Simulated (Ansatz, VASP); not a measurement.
## Mo: VASP beside Ansatz

```xyz
1
Lattice="-1.5752 -1.5752 -1.5752 1.5752 1.5752 -1.5752 1.5752 -1.5752 1.5752" Properties=species:S:1:pos:R:3 pbc="T T T"
Mo    0.0000    0.0000    0.0000
```

Alike in both runs: functional r2SCAN; k mesh 18 × 18 × 18; occupations gaussian, width 0.1 eV; no spin polarisation.

Ansatz relaxed the structure, and its values are those at the end. VASP's run is a single point on that final structure, the one shown.

```csv
,VASP,Ansatz
version,VASP 6.6.1,Ansatz 0.2.0
potentials or method,"VASP PAW PBE potentials, release 64 (Mo_sv)","scalar-relativistic, plane waves, PAW"
plane-wave cutoff (eV),520,500
valence electrons in the cell,14,14
```

```csv
,VASP,Ansatz,Ansatz less VASP
gap on the k mesh at the Fermi level (eV),none,none,-
pressure (GPa),1.1,0.0,-1.13
```

A gap of «none» marks a metal or a gap that the smearing closes. With one functional, cell and mesh, what is left measures potentials, basis and numerics.

Caveats: the PAW data sets were made with another functional, which shifts forces and pressure a little (VASP).
